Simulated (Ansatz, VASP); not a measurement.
## F in VASP and in Ansatz

The input INCAR:

```
SYSTEM = F
PREC = Accurate ; ENCUT = 520
EDIFF = 1E-6 ; ISMEAR = 0
SIGMA = 0.1 ; LREAL = .FALSE.
LASPH = .TRUE. ; NELM = 100
ALGO = Normal ; ISIF = 2
LWAVE = .FALSE. ; LCHARG = .TRUE.
GGA = PS ; LELF = .TRUE.
LVHAR = .TRUE. ; NBANDS = 22
```

The input KPOINTS:

```
regular mesh
0
G
  6 6 4
  0 0 0
```

POSCAR

```
F
1.0
    2.4516282333     -1.6203387152      0.0000000000
    2.4516282333      1.6203387152      0.0000000000
    0.0000000000      0.0000000000      6.6097654368
F
4
Direct
    0.8500000000      0.1500000000      0.1170000000
    0.6500000000      0.3500000000      0.6170000000
    0.1500000000      0.8500000000      0.8830000000
    0.3500000000      0.6500000000      0.3830000000
```

Input for Ansatz:

```yaml
crystal:
  lattice:
    - [2.4516282333, -1.6203387152, 0.0]
    - [2.4516282333, 1.6203387152, 0.0]
    - [0.0, 0.0, 6.6097654368]
  atoms:
    - { symbol: F, position: [0.85, 0.15, 0.117] }
    - { symbol: F, position: [0.65, 0.35, 0.617] }
    - { symbol: F, position: [0.15, 0.85, 0.883] }
    - { symbol: F, position: [0.35, 0.65, 0.383] }
basis:
  ecutwfc: 420
kpoints:
  mp_grid: { grid: [6, 6, 4] }
hamiltonian:
  xc: pbesol
scf:
  occupations: { method: gaussian, width: 0.1 }
output:
  forces: true
  stress: true
  eigenvalues: true
```

Alike in both runs: task single point; functional PBEsol; k mesh 6 × 6 × 4; occupations gaussian, width 0.1 eV; no spin polarisation.

|  | VASP | Ansatz |
| --- | --- | --- |
| version | VASP 6.6.1 | Ansatz 0.2.0 |
| potentials or method | VASP PAW PBE potentials, release 64 (F) | scalar-relativistic, plane waves, PAW |
| plane-wave cutoff (eV) | 520 | 420 |
| valence electrons in the cell | 28 | 28 |

|  | VASP | Ansatz | Ansatz less VASP |
| --- | --- | --- | --- |
| gap on the k mesh at the Fermi level (eV) | 0.30 | 0.32 | +0.018 |
| least direct gap on the mesh (eV) | 0.31 | 0.33 | +0.018 |
| pressure (GPa) | -14.9 | -14.4 | +0.48 |
| largest component of the traceless stress (GPa) | 16.80 | 17.04 | +0.233 |
| rms of the force components (eV/Å) | 1.455 | 1.489 | +0.0343 |

Atom by atom the forces differ by 0.035 eV/Å (rms over components). With one functional, cell and mesh, what is left measures potentials, basis and numerics.

Caveats: the PAW data sets were made with another functional, which shifts forces and pressure a little (VASP). A k mesh can miss the band edges.
